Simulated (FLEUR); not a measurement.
The system is BP.

```xyz
2
Lattice="0.0000 2.2690 2.2690 2.2690 0.0000 2.2690 2.2690 2.2690 0.0000" Properties=species:S:1:pos:R:3 pbc="T T T"
P     3.4035    3.4035    3.4035
B     0.0000    0.0000    0.0000
```

Base run:

```yaml
Program: FLEUR MaX-R8.1 (later development tree)
Functional: r2SCAN
Potentials_or_basis: all-electron
Basis: FLAPW
Kmax: 5.33 1/bohr
k_mesh: 10 × 10 × 10
Occupations: fermi-dirac, width 0.05 eV
Spin: no spin polarisation
```

Its results: band gap on the k mesh 1.42 eV, indirect (least direct gap 3.60 eV).

Q: The run is repeated on the same cell with these changes: functional from r2SCAN to LDA. What comes out?

A: Band gap on the k mesh 1.19 eV, indirect (least direct gap 3.38 eV).

r2SCAN gives the wider gap, since meta-GGAs in the generalised Kohn-Sham scheme recover part of the derivative discontinuity.

Caveats: the meta-GGA is that of a development version, with a GGA for the radial functions and cores and without core tails (some runs).
